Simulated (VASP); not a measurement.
Crystal: Te2Pt (Moncheite).

```
Te Pt
1.0
     4.01000    0.00000    0.00000
    -2.00500    3.47276    0.00000
     0.00000    0.00000    5.20100
Te Pt
2 1
Direct
  0.33333 0.66667 0.25000
  0.66667 0.33333 0.75000
  0.00000 0.00000 0.00000
```

```yaml
Program: VASP 6.6.1
Task: relaxation of cell and atoms
Functional: PBE
Dispersion: D3(BJ)
Potentials_or_basis: VASP PAW PBE potentials, release 64 (Te, Pt)
Cutoff: 600 eV
k_mesh: 12 × 12 × 7
Occupations: methfessel-paxton, width 0.1 eV
Spin: no spin polarisation
```

At the start: pressure 4.6 GPa; volume 24.14 Å³/atom.

Q: How do energy, volume and symmetry change on relaxing?

A: Over 17 steps the energy falls by 33.0 meV/atom and the volume is 24.04 Å³/atom (-0.4 %); space group P-3m1 (No. 164, to 0.05 Å).

Step by step:
```tsv
step	energy change (eV)	largest force (eV/Å)	pressure (GPa)	volume (Å³)
1	0.0000	1.0590	4.61	72.43
2	0.0679	0.4419	-7.10	79.95
3	-0.0612	0.3603	-0.93	75.32
4	-0.0612	0.3729	-0.82	75.26
5	-0.0768	0.2706	-0.58	74.46
6	-0.0934	0.0018	0.34	72.36
7	-0.0961	0.1564	-0.75	72.56
8	-0.0965	0.1151	-0.48	72.51
9	-0.0982	0.0146	0.48	71.65
10	-0.0986	0.0442	0.24	71.91
11	-0.0986	0.0467	0.18	71.93
12	-0.0989	0.0410	-0.13	72.16
13	-0.0990	0.0422	-0.10	72.13
14	-0.0990	0.0093	0.12	72.05
15	-0.0991	0.0066	0.05	72.08
16	-0.0991	0.0082	0.04	72.08
17	-0.0991	0.0053	0.01	72.13
```

Final structure:
```
Te Pt
1.0
     4.05189    0.00000    0.00000
    -2.02595    3.50904    0.00000
     0.00000    0.00000    5.07317
Te Pt
2 1
Direct
  0.33333 0.66667 0.26786
  0.66667 0.33333 0.73214
  0.00000 0.00000 0.00000
```

Caveat: pairwise dispersion overbinds metals, which lowers pressure and volume.
